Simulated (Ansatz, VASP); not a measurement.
# One calculation of Al, two programs

Contents of run.py:

```python
from ase.calculators.vasp import Vasp
from ase.dft.dos import DOS
from ase.io import read

atoms = read('Al.cif', primitive_cell=True, subtrans_included=False)
calc = Vasp(
    directory='calc',
    xc='lda',
    pp='LDA',
    setups='materialsproject',
    prec='Accurate',
    encut=520,
    ediff=1e-06,
    ismear=1,
    sigma=0.2,
    lreal=False,
    lasph=True,
    nelm=100,
    algo='Fast',
    isif=2,
    lwave=False,
    lcharg=False,
    lorbit=10,
    kpts=[11, 11, 11],
    gamma=True,
    nbands=8,
)
atoms.calc = calc

print('energy (eV):', atoms.get_potential_energy())
print('free energy (eV):', atoms.get_potential_energy(force_consistent=True))
print('forces (eV/A):')
print(atoms.get_forces())
print('stress (eV/A^3, Voigt):', atoms.get_stress())
print('Fermi level (eV):', calc.get_fermi_level())
dos = DOS(calc, width=0.05, window=(-10, 10), npts=201)
print('E - E_F (eV), DOS (1/eV)')
for e, g in zip(dos.get_energies(), dos.get_dos()):
    print(f'{e:8.3f} {g:10.4f}')
```

Contents of Al.cif:

```cif
data_Al
_cell_length_a 4.04961000
_cell_length_b 4.04961000
_cell_length_c 4.04961000
_cell_angle_alpha 90.00000000
_cell_angle_beta 90.00000000
_cell_angle_gamma 90.00000000
_space_group_name_H-M_alt 'Fm-3m'
_space_group_name_Hall '-F 4 2 3'
_space_group_IT_number 225
loop_
_space_group_symop_operation_xyz
'x,y,z'
'-x,-y,-z'
'-y,x,z'
'y,-x,-z'
'-x,-y,z'
'x,y,-z'
'y,-x,z'
'-y,x,-z'
'x,-y,-z'
'-x,y,z'
'-y,-x,-z'
'y,x,z'
'-x,y,-z'
'x,-y,z'
'y,x,-z'
'-y,-x,z'
'z,x,y'
'-z,-x,-y'
'z,-y,x'
'-z,y,-x'
'z,-x,-y'
'-z,x,y'
'z,y,-x'
'-z,-y,x'
'-z,x,-y'
'z,-x,y'
'-z,-y,-x'
'z,y,x'
'-z,-x,y'
'z,x,-y'
'-z,y,x'
'z,-y,-x'
'y,z,x'
'-y,-z,-x'
'x,z,-y'
'-x,-z,y'
'-y,z,-x'
'y,-z,x'
'-x,z,y'
'x,-z,-y'
'-y,-z,x'
'y,z,-x'
'-x,-z,-y'
'x,z,y'
'y,-z,-x'
'-y,z,x'
'x,-z,y'
'-x,z,-y'
'x,y+1/2,z+1/2'
'-x,-y+1/2,-z+1/2'
'-y,x+1/2,z+1/2'
'y,-x+1/2,-z+1/2'
'-x,-y+1/2,z+1/2'
'x,y+1/2,-z+1/2'
'y,-x+1/2,z+1/2'
'-y,x+1/2,-z+1/2'
'x,-y+1/2,-z+1/2'
'-x,y+1/2,z+1/2'
'-y,-x+1/2,-z+1/2'
'y,x+1/2,z+1/2'
[... 40 lines left out ...]
'-x+1/2,-y,z+1/2'
'x+1/2,y,-z+1/2'
'y+1/2,-x,z+1/2'
'-y+1/2,x,-z+1/2'
'x+1/2,-y,-z+1/2'
'-x+1/2,y,z+1/2'
'-y+1/2,-x,-z+1/2'
'y+1/2,x,z+1/2'
'-x+1/2,y,-z+1/2'
'x+1/2,-y,z+1/2'
'y+1/2,x,-z+1/2'
'-y+1/2,-x,z+1/2'
'z+1/2,x,y+1/2'
'-z+1/2,-x,-y+1/2'
'z+1/2,-y,x+1/2'
'-z+1/2,y,-x+1/2'
'z+1/2,-x,-y+1/2'
'-z+1/2,x,y+1/2'
'z+1/2,y,-x+1/2'
'-z+1/2,-y,x+1/2'
'-z+1/2,x,-y+1/2'
'z+1/2,-x,y+1/2'
'-z+1/2,-y,-x+1/2'
'z+1/2,y,x+1/2'
'-z+1/2,-x,y+1/2'
'z+1/2,x,-y+1/2'
'-z+1/2,y,x+1/2'
'z+1/2,-y,-x+1/2'
'y+1/2,z,x+1/2'
'-y+1/2,-z,-x+1/2'
'x+1/2,z,-y+1/2'
'-x+1/2,-z,y+1/2'
'-y+1/2,z,-x+1/2'
'y+1/2,-z,x+1/2'
'-x+1/2,z,y+1/2'
'x+1/2,-z,-y+1/2'
'-y+1/2,-z,x+1/2'
'y+1/2,z,-x+1/2'
'-x+1/2,-z,-y+1/2'
'x+1/2,z,y+1/2'
'y+1/2,-z,-x+1/2'
'-y+1/2,z,x+1/2'
'x+1/2,-z,y+1/2'
'-x+1/2,z,-y+1/2'
'x+1/2,y+1/2,z'
'-x+1/2,-y+1/2,-z'
'-y+1/2,x+1/2,z'
'y+1/2,-x+1/2,-z'
'-x+1/2,-y+1/2,z'
'x+1/2,y+1/2,-z'
'y+1/2,-x+1/2,z'
'-y+1/2,x+1/2,-z'
'x+1/2,-y+1/2,-z'
'-x+1/2,y+1/2,z'
'-y+1/2,-x+1/2,-z'
'y+1/2,x+1/2,z'
'-x+1/2,y+1/2,-z'
'x+1/2,-y+1/2,z'
'y+1/2,x+1/2,-z'
'-y+1/2,-x+1/2,z'
'z+1/2,x+1/2,y'
'-z+1/2,-x+1/2,-y'
'z+1/2,-y+1/2,x'
'-z+1/2,y+1/2,-x'
'z+1/2,-x+1/2,-y'
'-z+1/2,x+1/2,y'
'z+1/2,y+1/2,-x'
'-z+1/2,-y+1/2,x'
'-z+1/2,x+1/2,-y'
'z+1/2,-x+1/2,y'
'-z+1/2,-y+1/2,-x'
'z+1/2,y+1/2,x'
'-z+1/2,-x+1/2,y'
'z+1/2,x+1/2,-y'
'-z+1/2,y+1/2,x'
'z+1/2,-y+1/2,-x'
'y+1/2,z+1/2,x'
'-y+1/2,-z+1/2,-x'
'x+1/2,z+1/2,-y'
'-x+1/2,-z+1/2,y'
'-y+1/2,z+1/2,-x'
'y+1/2,-z+1/2,x'
'-x+1/2,z+1/2,y'
'x+1/2,-z+1/2,-y'
'-y+1/2,-z+1/2,x'
'y+1/2,z+1/2,-x'
'-x+1/2,-z+1/2,-y'
'x+1/2,z+1/2,y'
'y+1/2,-z+1/2,-x'
'-y+1/2,z+1/2,x'
'x+1/2,-z+1/2,y'
'-x+1/2,z+1/2,-y'
loop_
_atom_site_label
_atom_site_type_symbol
_atom_site_symmetry_multiplicity
_atom_site_Wyckoff_symbol
_atom_site_fract_x
_atom_site_fract_y
_atom_site_fract_z
_atom_site_occupancy
Al1 Al 4 a 0.0000000000 0.0000000000 0.0000000000 1
```

input.yaml

```yaml
crystal:
  lattice:
    - [0.0, 2.024805, 2.024805]
    - [2.024805, 0.0, 2.024805]
    - [2.024805, 2.024805, 0.0]
  atoms:
    - { symbol: Al, position: [0.0, 0.0, 0.0] }
hamiltonian:
  xc: lda
  pseudopotentials: { kind: paw }
kpoints:
  mp_grid: { grid: [11, 11, 11] }
scf:
  occupations: { method: methfessel_paxton, width: 0.2 }
  n_extra_bands: 6
output:
  forces: true
  stress: true
  eigenvalues: true
  dos: { projected: false, de: 0.05, nscf_kmesh: { grid: [17, 17, 17] } }
```

Alike in both runs: task density of states; functional LDA; k mesh 11 × 11 × 11; occupations methfessel-paxton of order 1, width 0.2 eV; no spin polarisation.

|  | VASP | Ansatz |
| --- | --- | --- |
| version | VASP 6.6.1 | Ansatz 0.2.0 |
| potentials or method | VASP PAW LDA potentials, release 64 (Al) | Ansatz PAW |
| plane-wave cutoff (eV) | 520 | 420 |
| valence electrons in the cell | 3 | 3 |

```tsv
	VASP	Ansatz	Ansatz less VASP
gap on the k mesh at the Fermi level (eV)	none	none	-
pressure (GPa)	-3.6	-3.7	-0.05
```

A gap of «none» marks a metal or a gap that the smearing closes.

Caveats: the PAW data sets come from PBE, with cores solved anew for the run's functional, which leaves a small shift of forces and pressure (Ansatz); the density of states is complete only up to the lowest level of the last band computed (Ansatz).
